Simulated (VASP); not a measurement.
# P in VASP: relaxation of cell and atoms with r2SCAN+rVV10

Aim: the relaxation of cell and atoms of P with r2SCAN+rVV10.

Program: VASP 6.6.1. These are calculated values, not measurements. Logs are shortened: lines on timing, memory, paths and dates and some standing lists are left out, and cuts for length are marked.

**1. Starting point**

The cell holds a slab with vacuum, 4 atoms: a = 3.316 Å, b = 4.379 Å, c = 20.131 Å, α = 90.00°, β = 90.00°, γ = 90.00°.

The slab is cut from a database's or a generator's crystal, which needn't be the stable form of the element.

**2. Relaxation of cell and atoms, r2SCAN+rVV10**

The input, INCAR:

```
ALGO = Normal
BPARAM = 11.95
CPARAM = 0.0093
EDIFF = 1E-6
EDIFFG = -0.01
ENCUT = 600
IBRION = 2
ISIF = 3
ISMEAR = 0
IVDW_NL = 2
KPAR = 2
LASPH = T
LATTICE_CONSTRAINTS = .TRUE. .TRUE. .FALSE.
LCHARG = F
LMIXTAU = T
LREAL = F
LUSE_VDW = T
LWAVE = F
METAGGA = R2SCAN
NELM = 120
NSW = 90
PREC = Accurate
SIGMA = 0.03
```

The input, KPOINTS:

```
k-points
0
Gamma
  10 8 1
```

The input, POSCAR:

```
P
1.0
    3.3164000000      0.0000000000      0.0000000000
    0.0000000000      4.3793000000      0.0000000000
    0.0000000000      0.0000000000     20.1307681600
P
4
Direct
    0.0000000000      0.5806800000      0.4470768300
    0.5000000000      0.9193200000      0.4470768300
    0.5000000000      0.0806800000      0.5529231700
    0.0000000000      0.4193200000      0.5529231700
```

Potentials or basis: VASP PAW PBE potentials, release 64 (P).

Run with:

```bash
cat potpaw_PBE.64/P/POTCAR > POTCAR
mpirun -np 2 vasp_std > vasp.out
```

OUTCAR:

```text
BPARAM = 11.95
   EDIFF = 1E-6
   EDIFFG = -0.01
   ENCUT = 600
   IBRION = 2
   ISIF = 3
   ISMEAR = 0
   IVDW_NL = 2
   LASPH = T
   LREAL = F
   METAGGA = R2SCAN
   NELM = 120
   NSW = 90
   PREC = Accurate

 ion  position               nearest neighbor table
   1  0.000  0.581  0.447-   2 2.22   2 2.22   4 2.24
   2  0.500  0.919  0.447-   1 2.22   1 2.22   3 2.24
   3  0.500  0.081  0.553-   4 2.22   4 2.22   2 2.24
   4  0.000  0.419  0.553-   3 2.22   3 2.22   1 2.24

  LATTYP: Found a simple orthorhombic cell.
 ALAT       =     3.3164000000
 B/A-ratio  =     1.3204981305
 C/A-ratio  =     6.0700663852

  Lattice vectors:

 A1 = (   3.3164000000,   0.0000000000,   0.0000000000)
 A2 = (   0.0000000000,   4.3793000000,   0.0000000000)
 A3 = (   0.0000000000,   0.0000000000,  20.1307681600)

Analysis of symmetry for initial positions (statically):
=====================================================================
 Subroutine PRICEL returns:
 Original cell was already a primitive cell.

 Routine SETGRP: Setting up the symmetry group for a
 simple orthorhombic supercell.

 Subroutine GETGRP returns: Found  8 space group operations
 (whereof  4 operations were pure point group operations)
 out of a pool of  8 trial point group operations.

The static configuration has the point symmetry C_2h.
 The point group associated with its full space group is D_2h.

Analysis of symmetry for dynamics (positions and initial velocities):
=====================================================================
 Subroutine PRICEL returns:
 Original cell was already a primitive cell.

 Routine SETGRP: Setting up the symmetry group for a
 simple orthorhombic supercell.

 Subroutine GETGRP returns: Found  8 space group operations
 (whereof  4 operations were pure point group operations)
 out of a pool of  8 trial point group operations.

The dynamic configuration has the point symmetry C_2h.
 The point group associated with its full space group is D_2h.

 Subroutine INISYM returns: Found  8 space group operations
 (whereof  4 operations are pure point group operations),
 and found     1 'primitive' translations

----------------------------------------------------------------------------------------

                                     Primitive cell

  volume of cell :     292.3694

[... 115 lines left out ...]
  Thomas-Fermi vector in A             =   1.744781
   LORBIT       =      0    0 simple, 1 ext, 2 COOP (PROOUT), +10 PAW based schemes
   METAGGA = R2SCAN    functional components
   LHFCALC =     F    Hartree Fock is set to
   AEXX    =    0.0000 exact exchange contribution
   IVDW_NL    =     2    kernel type
   BPARAM     =11.9500
   IVDW    =     0    specifies the selected vdW correction
   LEPSILON=     F    determine dielectric tensor
   LRPA    =     F    only Hartree local field effects (RPA)
 conjugate gradient relaxation of ions
 non-spin polarized calculation
 Gauss-broadening in eV      SIGMA  =   0.03
  energy-cutoff  :      600.00
  volume of cell :      292.37
 maximum number of plane-waves:      9806
 NGX is ok and might be reduce to    28
   NGX = 13   NGY = 17   NGZ = 81

--------------------------------------- Ionic step        1  -------------------------------------------

 number of electron      19.9999999 magnetization

 Free energy of the ion-electron system (eV)
  ---------------------------------------------------
  ext. energy  EPLUGINS =         0.00000000
  ---------------------------------------------------
  free energy    TOTEN  =       -35.17703247 eV

  energy without entropy =      -35.17703247  energy(sigma->0) =      -35.17703247

------------------------ aborting loop because EDIFF is reached ----------------------------------------

  FORCE on cell =-STRESS in cart. coord.  units (eV):
  Direction    XX          YY          ZZ          XY          YZ          ZX
  --------------------------------------------------------------------------------------
  -------------------------------------------------------------------------------------
  Total       -0.4491977      0.1587631     -0.6385861      0.0000000     -0.0000000      0.0000000
  in kB       -2.4615925      0.8700178     -3.4994365      0.0000000     -0.0000000      0.0000000
  external PRESSURE =      -1.6970037 kB  Pullay stress =       0.0000000 kB
[... 291 lines left out ...]
--------------------------------------- Ionic step        9  -------------------------------------------

 number of electron      20.0000000 magnetization

 Free energy of the ion-electron system (eV)
  ---------------------------------------------------
  ext. energy  EPLUGINS =         0.00000000
  ---------------------------------------------------
  free energy    TOTEN  =       -35.21767254 eV

  energy without entropy =      -35.21767254  energy(sigma->0) =      -35.21767254

 E-fermi :  -2.2340     XC(G=0):  -3.0371

 val. band max:       -2.3943763612   @ k =   0.0000   0.0000   0.0000
 cond. band min:      -1.3421482715   @ k =   0.0000   0.0000   0.0000
 fundamental gap:      1.0522280897
 Fermi energy:        -2.2339514251

 k-point     1 :       0.0000    0.0000    0.0000
  band No.  band energies     occupation
      1     -18.3422      2.00000
      2     -15.6919      2.00000
      3     -12.0617      2.00000
      4      -8.4981      2.00000
      5      -7.2122      2.00000
      6      -7.1497      2.00000
      7      -6.0980      2.00000
      8      -4.4118      2.00000
      9      -4.1676      2.00000
     10      -2.3944      2.00000
     11      -1.3421      0.00000
     12      -0.5694      0.00000
     13       0.5758      0.00000
     14       1.1881      0.00000
[... 377 lines left out ...]
      1     -15.0132      2.00000
      2     -15.0132      2.00000
      3     -12.7769      2.00000
      4     -12.7769      2.00000
      5      -7.8555      2.00000
      6      -7.8555      2.00000
      7      -6.8560      2.00000
      8      -6.8560      2.00000
      9      -3.6353      2.00000
     10      -3.6353      2.00000
     11       0.1437      0.00000
     12       0.1437      0.00000
     13       1.1840      0.00000
     14       1.1840      0.00000

 [... further k-points ...]

------------------------ aborting loop because EDIFF is reached ----------------------------------------

  FORCE on cell =-STRESS in cart. coord.  units (eV):
  Direction    XX          YY          ZZ          XY          YZ          ZX
  --------------------------------------------------------------------------------------
  -------------------------------------------------------------------------------------
  Total       -0.0031393      0.0016442     -0.0145480      0.0000000      0.0000000      0.0000000
  in kB       -0.0166164      0.0087025     -0.0770025      0.0000000      0.0000000      0.0000000
  external PRESSURE =      -0.0283055 kB  Pullay stress =       0.0000000 kB
[... 19 lines left out ...]
  FREE ENERGIE OF THE ION-ELECTRON SYSTEM (eV)
  ---------------------------------------------------
  free  energy   TOTEN  =       -35.2176725442 eV

  energy  without entropy=      -35.2176725442  energy(sigma->0) =      -35.21767254

 reached required accuracy - stopping structural energy minimisation
```

CONTCAR:

```text
P
   1.00000000000000
     3.2812036028554732    0.0000000000000000    0.0000000000000000
     0.0000000000000000    4.5826331605071751    0.0000000000000000
     0.0000000000000000    0.0000000000000000   20.1307681599999988
  P
     4
Direct
     0.0000000000000000    0.5904085722054350    0.4482663118659321
     0.5000000000000000    0.9095914277945650    0.4482663118659321
     0.5000000000000000    0.0904085722054350    0.5517336881340681
     0.0000000000000000    0.4095914277945650    0.5517336881340681

  0.00000000E+00  0.00000000E+00  0.00000000E+00
  0.00000000E+00  0.00000000E+00  0.00000000E+00
  0.00000000E+00  0.00000000E+00  0.00000000E+00
  0.00000000E+00  0.00000000E+00  0.00000000E+00
```

Run time: 82 min. Hardware: 2 MPI ranks of AMD EPYC 7R13 (Zen 3), shared host; peak memory 1.1 GiB.

Results:

```
Free energy                            : -35.2177 eV
Relaxed volume                         : 75.67 Å³/atom
Relaxed cell                           : a = 3.281 Å, b = 4.583 Å, c = 20.131 Å, α = 90.00°, β = 90.00°, γ = 90.00°
Space group after relaxing (to 0.05 Å) : Pmna (No. 53)
Energy gained by relaxing              : 10.2 meV/atom
Ionic steps                            : 9
Largest force after relaxing           : 0.005 eV/Å
Band gap on the k mesh                 : 1.05 eV, direct
```

Forces on the atoms (eV/Å):
```
P    0.000 -0.005  0.000
P    0.000  0.005  0.000
P    0.000 -0.005  0.000
P    0.000  0.005  0.000
```

Step by step:
| step | energy change (eV) | largest force (eV/Å) | pressure (GPa) | volume (Å³) |
| --- | --- | --- | --- | --- |
| 1 | 0.0000 | 0.3515 | -0.17 | 292.37 |
| 2 | -0.0146 | 0.0754 | 0.21 | 291.34 |
| 3 | -0.0147 | 0.0774 | 0.25 | 291.26 |
| 4 | -0.0271 | 0.0346 | 0.17 | 294.68 |
| 5 | -0.0377 | 0.0789 | 0.03 | 301.75 |
| 6 | -0.0378 | 0.0853 | 0.02 | 302.26 |
| 7 | -0.0405 | 0.0337 | 0.02 | 302.49 |
| 8 | -0.0406 | 0.0268 | 0.02 | 302.54 |
| 9 | -0.0406 | 0.0047 | 0.00 | 302.70 |

Final structure:
```
P
1.0
     3.28120    0.00000    0.00000
     0.00000    4.58263    0.00000
     0.00000    0.00000   20.13077
P
4
Direct
  0.00000 0.59041 0.44827
  0.50000 0.90959 0.44827
  0.50000 0.09041 0.55173
  0.00000 0.40959 0.55173
```

Levels at points of the mesh, in eV from the valence-band top:
```tsv
k point	band 8	band 9	band 10	band 11	band 12	band 13
(0.00, 0.00, 0.00)	-2.02	-1.77	0.00	1.05	1.83	2.97
(0.50, 0.00, 0.00)	-2.90	-2.05	-2.05	1.47	1.47	2.44
(0.00, 0.50, 0.00)	-2.86	-1.38	-1.38	2.39	2.39	3.96
(0.50, 0.50, 0.00)	-4.79	-1.19	-1.19	2.60	2.60	4.19
```

Caveat: the PAW data sets were made with another functional, which shifts forces and pressure a little. r2SCAN opens gaps a little over a GGA but as a rule still falls short of measured ones.
